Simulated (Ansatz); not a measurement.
## O started on an Al site in corundum Al2O3, 120 atoms, charge −1

All numbers come from Ansatz (PAW, plane waves, no spin–orbit coupling) at the single k point (¼, ¼, ¼) without its symmetry partners. The atoms were relaxed with PBEsol in a fixed cell; other functionals are single points on those atoms unless said otherwise. The valence top and gap of the host come from its small cell on a dense mesh, with the band extrema sought between the mesh points, lined up by the mean potential, PBEsol gap 6.03 eV, HSE06 gap 7.99 eV. The charge correction uses an assumed dielectric constant of 10.

Cell: a = 9.548 Å, b = 9.548 Å, c = 13.014 Å, α = 90.00°, β = 90.00°, γ = 120.00°.

Nearest atoms after relaxation, from the placed atom (for vacancies from the middle of the vacant sites): O at 1.46 Å, O at 1.88 Å, O at 1.89 Å, O at 2.69 Å, O at 2.69 Å, O at 2.75 Å, O at 2.75 Å, O at 2.80 Å.

Chemical potentials μ are those of reference phases of the elements at zero temperature by the same functional (the usual solids, diamond for C, grey Sn, and the molecules H2, N2, O2, F2, Cl2, Br2 and S8).

| functional | E(defect) − E(host) − Σ nμ + q·E_VBM (eV) | monopole (eV) | alignment (eV) | formation energy at E_F = VBM (eV) | moment (μB) | wall time, shared host |
| --- | --- | --- | --- | --- | --- | --- |
| PBEsol | 12.97 | 0.19 | 0.10 | 13.26 | 0 (no spin) | 14 s on NVIDIA GB200 (relaxation) |

(1) Estimate the formation energy and moment that HSE06 gives on these atoms.

HSE06 one-electron levels near the gap (the ten most localised at most), from the host's valence top, not corrected for the charge's images:

| level (eV) | spin | filling | atoms sharing it | element of the atom with most weight |
| --- | --- | --- | --- | --- |
| -0.17 | both | 2.00 | 32.7 | O |
| -0.14 | both | 2.00 | 36.7 | spread |
| -0.08 | both | 2.00 | 22.5 | O |
| -0.04 | both | 2.00 | 27.5 | O |
| 0.37 | both | 2.00 | 11.6 | O |
| 0.48 | both | 2.00 | 5.6 | O |
| 0.54 | both | 2.00 | 5.0 | O |
| 0.66 | both | 2.00 | 7.3 | O |
| 3.52 | both | 0.00 | 3.5 | O |
| 7.20 | both | 0.00 | 3.0 | O |

All elements are taken at their own reference at once; growth conditions in equilibrium with the host shift these energies, by up to the host's formation enthalpy.

One k point and a cell of this size can leave errors of several tenths of an eV in such numbers.

Answers

(1) 15.80 eV at E_F = VBM (15.51 eV before the monopole term 0.19 eV and the alignment 0.10 eV), moment 0 (no spin).
